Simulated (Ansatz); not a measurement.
CdS (Hawleyite):

```
Cd S
1.0
     0.00000    2.91650    2.91650
     2.91650    0.00000    2.91650
     2.91650    2.91650    0.00000
Cd S
1 1
Direct
  0.00000 0.00000 0.00000
  0.75000 0.75000 0.75000
```

| Property | Result |
| --- | --- |
| Program | Ansatz 0.2.0 |
| Task | relaxation of cell and atoms |
| Functional | BLYP |
| Potentials or basis | all-electron LAPW, scalar-relativistic |
| Basis error allowed | 0.001 eV/atom |
| k mesh | 8 × 8 × 8 |
| Occupations | fermi-dirac, width 0.05 eV |
| Spin | no spin polarisation |

At the start: volume 24.81 Å³/atom.

Task: Where does the relaxation end?

Result: Over 5 steps the energy falls by 46.9 meV/atom and the volume is 27.52 Å³/atom (+10.9 %); space group F-43m (No. 216, to 0.05 Å).

The path:
```tsv
step	energy change (eV)	largest force (eV/Å)	volume (Å³)
1	0.0000	0.0000	49.62
2	-0.0934	0.0000	54.63
3	-0.0939	0.0000	54.97
4	-0.0939	0.0000	55.03
5	-0.0939	0.0000	55.03
```

Final structure:
```
Cd S
1.0
     0.00000    3.01902    3.01902
     3.01902    0.00000    3.01902
     3.01902    3.01902    0.00000
Cd S
1 1
Direct
  0.00000 0.00000 0.00000
  0.75000 0.75000 0.75000
```

Caveat: the volume moved by +11 % from the deposited cell, more than functionals usually miss.
